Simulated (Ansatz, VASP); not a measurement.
## CoO: VASP beside Ansatz

Wanted: the spread between two codes on one cell, functional and k mesh. The cell is taken from a series of runs on this material, whose earlier steps may have relaxed, scaled, displaced or heated it; both programs get it as it stands. Other levels of theory on this material are compared in a session of their own.

Method: plane waves, with VASP 6.6.1 beside it; PBEsol, in Ansatz 0.2.0.

In doubt: warnings of the run leave room for a lower electronic state (step 2), so energies may not be the lowest and differences between runs may mislead.

**1. Set-up**

The structure is trigonal, space group R-3m (No. 166). The conventional cell has a = 3.011 Å, b = 3.011 Å, c = 7.320 Å, α = 90.00°, β = 90.00°, γ = 120.00°. Nearest to Co lie 6 O at 2.12 Å. Nearest to O lie 6 Co at 2.12 Å. Farther neighbours and most contacts between anions are not listed.

**2. Ansatz: single point, PBEsol**

Ansatz runs on its default PAW (the set named soft_2) files.

A single point takes one fixed geometry, so differences don't come from the geometry; what else differs is listed under the comparison.

input.yaml

```yaml
crystal:
  lattice:
    - [-3.01093909, 0.0, 0.0]
    - [0.0, -3.476732988, -2.439926906]
    - [1.505469545, -0.869183247, 4.879853812]
  atoms:
    - { symbol: Co, position: [0.666666667, 0.666666667, 0.333333333], spin: 3.0 }
    - { symbol: Co, position: [0.0, 0.0, 0.0], spin: 3.0 }
    - { symbol: Co, position: [0.333333333, 0.333333333, 0.666666667], spin: 3.0 }
    - { symbol: O, position: [0.0, 0.5, 0.0] }
    - { symbol: O, position: [0.333333333, 0.833333333, 0.666666667] }
    - { symbol: O, position: [0.666666667, 0.166666667, 0.333333333] }
magnetization:
  spin_polarized: true
kpoints:
  mp_grid: { grid: [9, 7, 9] }
hamiltonian:
  xc: pbesol
scf:
  occupations: { method: fermi_dirac, width: 0.05 }
output:
  eigenvalues: true
```

Started as:

```
ansatz run input.yaml --threads 4 --pin off --max-ram 8192MiB --backend cpu --events-out ev --progress --plain --runs-dir out
```

Numbers of over 12 decimals in the logs are rounded to 6 here.

The log of the run:

```text
Engine: ansatz 0.2.0, aarch64-unknown-linux-gnu
Pseudopotentials: kind: paw
Pseudopotential: Co, paw, valence charge 17, recommended cutoff 420 eV (normal), Co.paw.azcp
Pseudopotential: O, paw, valence charge 6, recommended cutoff 420 eV (normal), O.paw.azcp
Functional definition: PBEsol
  exchange = pbesol_x
  correlation = pbesol_c
Crystal: 6 atoms, lattice volume = 57.469 Å³
Basis set: ecut = 420 eV, 1103 PW (Γ)
Bands: 47, of which v1, the nominal top of the filled ones, is band 35 counted from 1 (34 counted from 0)
Symmetry: 12 space group operations
Space group: R-3m (ITA 166), of the structure as read, at distance tolerance 3.9e-5 Å
Magnetic group: BNS 166.97 (UNI 1327), of the structure as read, at distance tolerance 3.9e-5 Å
k-points: 160 of 567
Non-local potential: Co, projectors of the file, l = 0: 3, l = 1: 2, l = 2: 3, l = 3: 1
Non-local potential: O, projectors of the file, l = 0: 2, l = 1: 2, l = 2: 1
PAW form: soft (Blöchl's): semilocal exchange-correlation on the pseudo side does not see the compensation charge
PAW frozen core: Co, regenerated for the run's functional, and the local potential with it (the file was generated under x = pbe(κ = 0.804, μ = 0.219515), c = pbe(β = 0.066725))
PAW frozen core: O, regenerated for the run's functional, and the local potential with it (the file was generated under x = pbe(κ = 0.804, μ = 0.219515), c = pbe(β = 0.066725))
PAW one-centre angular grid: Co, 590 points (default); XC on 64 Gauss nodes
PAW one-centre angular grid: O, 110 points (default); XC on 64 Gauss nodes
Initial density: superposition of atomic densities (chi_scale 0.1, normalization cell, long waves kept (reshape's long-wave potential 0.00 eV rms))
Starting moments: Σ|m| = 9 μB on 3 of 6 sites
Initial wavefunctions: pseudopotential atomic-orbital guess
Functional: x = pbesol(κ = 0.804, μ = 0.123457), c = pbesol(β = 0.046)
SCF iter   1: F=—  HF=-16954.558518 eV  |F-HF|=—  |Δ(HF+E_count)|=         —  Δρ=1.77e-1 (↑4.89e-2 ↓1.77e-1)  dr2=1.83e1  dr2_m=3.26e0  M=6.528 μB ∫|m|=6.528 μB  β_m=0.30  ethr=3.10e-3  ⟨swp⟩=5.4  Hψ=49240  notcnv=0  defer=4
Mixer restart at iter 1: flushing history
preconditioner: auto → Kerker (q_TF=auto, 2.813 Å⁻¹)  [metal: Δε(μ)=0.001 eV  Ē_g=11.075 eV  σ=0.050 eV  W_gap=0.01  n_scr=20 (ndim 8)  ℏωp=32.9 eV  f_vac=0.000  D(μ)=15.15/eV (n_scr^D=314)]
spin=Collinear: Kerker preconditioning applied to the charge; magnetization (m = ρ↑ − ρ↓) channel mixes plain (no charge-response kernel on spin).
SCF iter   2: F=—  HF=-16955.938752 eV  |F-HF|=—  |Δ(HF+E_count)|=    1.38e0  Δρ=4.90e-2 (↑2.45e-2 ↓4.90e-2)  dr2=1.59e0  dr2_m=2.88e-1  M=8.106 μB ∫|m|=8.108 μB  β_m=0.34  ethr=3.10e-3  ⟨swp⟩=3.0  Hψ=33713  notcnv=0  defer=1045
SCF iter   3: F=—  HF=-16956.547547 eV  |F-HF|=—  |Δ(HF+E_count)|=   6.09e-1  Δρ=2.96e-2 (↑2.23e-2 ↓2.96e-2)  dr2=4.39e-1  dr2_m=1.83e-1  M=8.434 μB ∫|m|=8.440 μB  β_m=0.67  ethr=2.30e-3  ⟨swp⟩=2.0  Hψ=19934  notcnv=0  defer=1064
SCF iter   4: F=—  HF=-16956.795196 eV  |F-HF|=—  |Δ(HF+E_count)|=   2.48e-1  Δρ=2.01e-2 (↑7.39e-3 ↓2.01e-2)  dr2=1.58e-1  dr2_m=5.07e-2  M=8.852 μB ∫|m|=8.891 μB  β_m=0.83  ethr=6.37e-4  ⟨swp⟩=3.1  Hψ=28574  notcnv=0  defer=1064
SCF iter   5: F=—  HF=-16956.808046 eV  |F-HF|=—  |Δ(HF+E_count)|=         —  Δρ=5.86e-3 (↑5.86e-3 ↓4.04e-3)  dr2=4.48e-3  dr2_m=1.20e-2  M=8.820 μB ∫|m|=8.864 μB  β_m=0.83  ethr=2.29e-4  ⟨swp⟩=2.0  Hψ=23606  notcnv=0  defer=1204
Mixer restart at iter 5: flushing history
SCF iter   6: F=—  HF=-16956.808872 eV  |F-HF|=—  |Δ(HF+E_count)|=   8.26e-4  Δρ=3.12e-3 (↑1.19e-3 ↓3.12e-3)  dr2=2.72e-3  dr2_m=1.99e-3  M=8.847 μB ∫|m|=8.894 μB  β_m=0.92  ethr=6.49e-6  ⟨swp⟩=2.0  Hψ=25983  notcnv=0  defer=1204
SCF iter   7: F=—  HF=-16956.809861 eV  |F-HF|=—  |Δ(HF+E_count)|=   9.89e-4  Δρ=2.01e-3 (↑1.92e-3 ↓2.01e-3)  dr2=3.74e-3  dr2_m=4.20e-5  M=8.840 μB ∫|m|=8.889 μB  β_m=0.73  ethr=3.94e-6  ⟨swp⟩=2.0  Hψ=28779  notcnv=0  defer=1204
SCF iter   8: F=—  HF=-16956.808262 eV  |F-HF|=—  |Δ(HF+E_count)|=   1.60e-3  Δρ=3.49e-4 (↑1.78e-4 ↓3.49e-4)  dr2=4.68e-5  dr2_m=1.37e-5  M=8.845 μB ∫|m|=8.894 μB  β_m=0.83  ethr=3.94e-6  ⟨swp⟩=2.0  Hψ=27058  notcnv=0  defer=1204
SCF iter   9: F=—  HF=-16956.808310 eV  |F-HF|=—  |Δ(HF+E_count)|=   4.81e-5  Δρ=1.63e-4 (↑5.72e-5 ↓1.63e-4)  dr2=1.47e-5  dr2_m=2.77e-6  M=8.842 μB ∫|m|=8.891 μB  β_m=0.92  ethr=6.78e-8  ⟨swp⟩=2.3  Hψ=25740  notcnv=0  defer=1204
SCF iter  10: F=—  HF=-16956.808313 eV  |F-HF|=—  |Δ(HF+E_count)|=   3.03e-6  Δρ=2.37e-5 (↑1.89e-5 ↓2.37e-5)  dr2=3.22e-7  dr2_m=1.11e-7  M=8.841 μB ∫|m|=8.890 μB  β_m=0.96  ethr=2.13e-8  ⟨swp⟩=2.1  Hψ=20838  notcnv=0  defer=1204
SCF iter  11: F=—  HF=-16956.808314 eV  |F-HF|=—  |Δ(HF+E_count)|=   3.37e-7  Δρ=1.25e-5 (↑8.70e-6 ↓1.25e-5)  dr2=1.12e-7  dr2_m=3.74e-9  M=8.842 μB ∫|m|=8.891 μB  β_m=0.98  ethr=4.67e-10  ⟨swp⟩=2.0  Hψ=26241  notcnv=0  defer=1204
SCF iter  12: F=-16956.808314 eV  HF=-16956.808314 eV  |F-HF|=8.45e-9  |Δ(HF+E_count)|=   2.35e-9  Δρ=6.30e-6 (↑2.62e-6 ↓6.30e-6)  dr2=1.55e-8  dr2_m=6.84e-9  M=8.842 μB ∫|m|=8.891 μB  ethr=1.45e-10  ⟨swp⟩=6.7  Hψ=55900  notcnv=0
SCF 1 converged in 12 iterations: F = -16956.808314 eV  dr2 = 1.55e-8
  greatest PAW one-centre occupation: 1.004 electrons in one spin orbital (limit 2), on the Co atom at site 2 (counted from 0), in its partial waves of l = 1
WARN: an SCF from ferrimagnetic starting moments (3.00, -3.00, 3.00, 0.00, 0.00, 0.00 Bohr magnetons, atom by atom) was not made, by what the run has read of turns of its moments that order reads lower: the deck asks for what bars it, or types moments that do (magnetization.spin_polarized, in the input reference, names some of the keys), or the run goes by scf.lower_state_search: light, the default, which as a rule tries one only behind a close that has lost an order of both signs, or on which an open d or half-filled 4f shell of a PAW file has lost a moment that was set nearer to Hund's than to what is left; [rest of the remark cut]
SCF converged after 12 iterations
Magnetization: 8.8416 μB (38.9208 up, 30.0792 down)
Absolute magnetization: 8.8907 μB (∫|ρ↑−ρ↓|, with the PAW one-centre terms)
Spin contamination: 0.0229 ħ² per cell (⟨S²⟩ above its minimum at these occupations)
Per-site moments (μB) at R_I (Å): [(2.491953, 0.876039), (2.491953, 0.876039), (2.491953, 0.876039), (0.338616, 0.876039), (0.338616, 0.876039), (0.338616, 0.876039)]
Free energy (F): -16956.808314 eV
Harris-Foulkes:  -16956.808314 eV  (|F-HF|=8.45e-9)
Internal energy: -16956.711988 eV  (E = F + TS)
E sigma→0 (E₀):  -16956.760151 eV
Entropy (-TS):   -0.096326 eV (-16.054 meV/atom)
Fermi energy:    13.982113 eV
--- Per-component energies (eV) ---
  E_band       = -910.863841
  E_kinetic    = 1850.513879
  E_local      = -10255.366283  (includes V_loc(G=0)·N_el)
  E_nonlocal   = 1547.105971
  E_hartree    = 4201.690183
  E_xc         = -678.630380
  E_vxc        = -876.668631  (∫ρ·V_xc dr)
  E_paw        = -4914.651049  (= ΣΔE_a)
  E_vpaw       = -1579.827080  (= ΣTr[D̂ρ^β])
  E_aug_tail   = 0.007397  (compensation charges beyond the density's cutoff)
  E_ewald      = -8708.052827
  E_core_change = 0.671121  (= ΣΔE_core)
  E_smearing   = -0.096326  (= −TS)
  E_closure    = 0.000000  (closes the sum)
  Σ components = -16956.808314   (vs F -16956.808314, Δ=0.00e0)
--- Band table (eV; the first three rows and the last of 320) ---
  k-point 0 ↑: bands = [... 31 lower, 11.6034, 11.6034, 11.9994, 11.9994, 12.0298, 12.0298, 13.2564, 13.2564, ... 8 higher]
  k-point 1 ↑: bands = [... 31 lower, 11.4984, 11.6913, 11.9116, 11.9726, 12.0642, 12.0754, 12.7052, 13.6793, ... 8 higher]
  k-point 2 ↑: bands = [... 31 lower, 11.7591, 11.7992, 11.9141, 12.0316, 12.0729, 12.0957, 12.1066, 13.9112, ... 8 higher]
  k-point 159 ↓: bands = [... 31 lower, 14.1230, 14.1453, 14.7532, 15.4984, 15.5061, 16.0234, 16.1974, 16.4600, ... 8 higher]
```

**3. VASP: single point, PBEsol**

The same cell, functional, mesh and smearing now go to VASP, with its own data sets.

Lines of VASP's logs that name or quote its potential files are left out, and so is its time.

INCAR

```
SYSTEM = CoO
PREC = Accurate
ENCUT = 520
EDIFF = 1E-06
NELM = 200
ISMEAR = -1
SIGMA = 0.05
LREAL = .FALSE.
ALGO = Normal
GGA = PS
NBANDS = 36
ISPIN = 2
MAGMOM = 2.49 2.49 2.49 0.34 0.34 0.34
LASPH = .TRUE.
LMAXMIX = 4
LORBIT = 11
LWAVE = .FALSE.
LCHARG = .FALSE.
ISIF = 2
GGA_COMPAT = .FALSE.
KPAR = 2
```

POSCAR

```
CoO
1.0
   -3.0109390900      0.0000000000      0.0000000000
    0.0000000000     -3.4767329880     -2.4399269060
    1.5054695450     -0.8691832470      4.8798538120
Co O
3 3
Direct
    0.6666666667      0.6666666667      0.3333333333
    0.0000000000      0.0000000000      0.0000000000
    0.3333333333      0.3333333333      0.6666666667
    0.0000000000      0.5000000000      0.0000000000
    0.3333333333      0.8333333333      0.6666666667
    0.6666666667      0.1666666667      0.3333333333
```

KPOINTS

```
Automatic mesh
0
Gamma
9 7 9
0 0 0
```

Potentials, in the order of the species: Co and O (PBE family, release 64).

Started as:

```
mpirun -np 2 vasp_std
```

The log of the run:

```text
[banner, memory and clock lines left out]
running    2 mpi-ranks, on    1 nodes
 distrk:  each k-point on    1 cores,    2 groups
 distr:  one band on    1 cores,    1 groups

 POSCAR found type information on POSCAR CoO
 POSCAR found :  2 types and       6 ions
|                                                                             |
|               ----> ADVICE to this user running VASP <----                  |
|                                                                             |
|     You enforced a specific xc type in the INCAR file but a different       |
|     [... a line on the potential file left out ...]
|     I HOPE YOU KNOW WHAT YOU ARE DOING!                                     |
|                                                                             |

 LDA part: xc-table for (Slater+PW92), standard interpolation
 POSCAR, INCAR and KPOINTS ok, starting setup
 FFT: planning ... GRIDC
 FFT: planning ... GRID_SOFT
 FFT: planning ... GRID
 WAVECAR not read
 entering main loop
       N       E                     dE             d eps       ncg     rms          rms(c)
DAV:   1     0.423846178765E+03    0.42385E+03   -0.20022E+04 23240   0.153E+03
DAV:   2     0.633807825670E+01   -0.41751E+03   -0.37887E+03 23516   0.371E+02
DAV:   3    -0.474819748032E+02   -0.53820E+02   -0.49689E+02 25664   0.145E+02
DAV:   4    -0.493208230486E+02   -0.18388E+01   -0.18193E+01 26408   0.285E+01
DAV:   5    -0.493679537581E+02   -0.47131E-01   -0.47114E-01 31320   0.404E+00    0.270E+01
DAV:   6    -0.459851238732E+02    0.33828E+01   -0.51811E+01 30560   0.929E+01    0.351E+01
DAV:   7    -0.420038961159E+02    0.39812E+01   -0.16847E+01 29444   0.717E+01    0.135E+01
DAV:   8    -0.420011678788E+02    0.27282E-02   -0.21111E+00 31028   0.122E+01    0.781E+00
DAV:   9    -0.419162402963E+02    0.84928E-01   -0.63798E-01 35336   0.130E+01    0.463E+00
DAV:  10    -0.419319030384E+02   -0.15663E-01   -0.19894E-01 29924   0.535E+00    0.236E+00
DAV:  11    -0.419127893911E+02    0.19114E-01   -0.81588E-02 35512   0.381E+00    0.291E-01
DAV:  12    -0.419147937828E+02   -0.20044E-02   -0.17770E-02 28428   0.963E-01    0.197E-01
DAV:  13    -0.419147295103E+02    0.64272E-04   -0.41020E-04 30344   0.201E-01    0.121E-01
DAV:  14    -0.419146330306E+02    0.96480E-04   -0.15894E-04 34148   0.113E-01    0.261E-02
DAV:  15    -0.419146380165E+02   -0.49859E-05   -0.36170E-05 26612   0.520E-02    0.155E-02
DAV:  16    -0.419146369988E+02    0.10177E-05   -0.27737E-06 18804   0.198E-02    0.939E-03
DAV:  17    -0.419146362039E+02    0.79495E-06   -0.20338E-06 13072   0.136E-02
   1 F= -.41914636E+02 E0= -.41864526E+02  d E =-.100220E+00  mag=     8.7527
```

(Part 1 of 2 ends here.)

[Lines on the potential files, build, host, timing and source positions are cut from VASP's logs without a mark.]

[Logs are printed without paths, hosts, clocks, repeated set-up lines and the standing remarks that a program may print on its own settings, such as how far it seeks lower states.]

[Hosts, paths, dates, database ids (printed as entryN), source tags and the programs' standing remarks are cut or masked in the printed files.]
